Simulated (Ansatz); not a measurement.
**SiNi2 (P6_3/mmc), a film clamped to a substrate**

The calculation used Ansatz, DFT PBEsol, scalar-relativistic, plane waves, PAW. Cutoff 420 eV, Γ-centred 12×12×10 k-points, Gaussian smearing of 0.15 eV. No spin polarisation. A magnetic state may lie lower. Energies are free energies at this smearing, counted from the undisturbed cell; pressure is positive in compression.

The starting cell (relaxed at this level; it needn't be the usual structure):

```yaml
crystal:
  lattice:
    - [3.86846, 0.00000, 0.00000]
    - [-1.93423, 3.35019, 0.00000]
    - [0.00000, 0.00000, 4.91699]
  atoms:
    - { symbol: Si, position: [0.33333, 0.66667, 0.75000] }
    - { symbol: Si, position: [0.66667, 0.33333, 0.25000] }
    - { symbol: Ni, position: [0.00000, 0.00000, 0.00000] }
    - { symbol: Ni, position: [0.00000, 0.00000, 0.50000] }
    - { symbol: Ni, position: [0.33333, 0.66667, 0.25000] }
    - { symbol: Ni, position: [0.66667, 0.33333, 0.75000] }
```

The cell (6 atoms, V0 = 63.72 Å³) is strained by p along both x and y and by q along z, fractional coordinates fixed. τp = (1/V0) ∂E/∂p = (σxx + σyy)(1 + p)(1 + q) and τq = (1/V0) ∂E/∂q = σzz(1 + p)², with tension positive.

```
     p q  ΔE (meV/atom)  τp (GPa)  τq (GPa)
 0.000   0.000           0.00     -0.05     -0.02
-0.015   0.000           9.40    -19.32     -3.92
 0.015   0.000           8.47     16.68      3.47
 0.000  -0.015           2.92     -3.79     -6.02
 0.000   0.015           2.59      3.58      5.09
```

Question: Get the second derivatives of the energy density.

Answer: Central differences give A = ∂τp/∂p = 1200 GPa (C11 + C22 + 2 C12), C = ∂τq/∂q = 370 GPa (C33) and the cross term B = ∂τq/∂p = 246 GPa (C13 + C23); ∂τp/∂q = 246 GPa must equal B, and any difference shows higher-order terms. The ions are clamped.

Question: A film of this crystal grows with z along the normal on a substrate that imposes p. How does its thickness respond, and what does the misfit cost?

Answer: Count p and q from the stress-free cell. A free surface needs τq = 0, so q = −(B/C) p = -0.66 p. The energy density left is (A − B²/C) p²/2 = M p², with the biaxial modulus M = 518 GPa; a misfit of 1 % costs 3.43 meV/atom, against 3.98 meV/atom if the thickness were held.

At p = 0.030 the energies along q are 31.1 (q = -0.030), 28.7 (q = -0.015), 32.4 (q = 0.000), 41.5 (q = 0.015), 55.0 (q = 0.030) meV/atom.

Question: Does the linear rule hold at this misfit?

Answer: A parabola through the lowest point and its neighbours has its minimum at q = -0.017, 28.6 meV/atom. With the stress left in the starting cell, τp0 and τq0, linear elasticity gives q = −(τq0 + Bp)/C = -0.020 and E = V0(τp0 p + τq0 q + Ap²/2 + Bpq + Cq²/2)/N = 30.8 meV/atom. The two agree within a tenth in energy.

In a metal these slopes depend on the k mesh and the smearing.

The film thins under in-plane tension, but this recovers only a small part of the misfit energy, because the coupling between the plane and the axis is weak beside the in-plane stiffness. That stiffness exceeds what an isotropic solid with the same C33 and C13 would show. The likely reason is the flat Ni–Si honeycomb layers, whose short bonds, with mixed Ni 3d and Si 3p character, are stretched directly by p and cannot escape by rotating.

Clamping the ions costs nothing here: every atom sits on a site fixed by symmetry, and both strains preserve that symmetry. At p = 0.030 the linear rule overestimates both the energy and the thinning. The energy error fits the usual anharmonicity, also seen in the larger in-plane stress under compression than under equal tension: repulsion steepens faster than bonding as atoms approach.

The results describe a film held in the hexagonal structure; they do not test whether misfit would favour a distortion towards the orthorhombic form familiar for Ni2Si at room temperature.
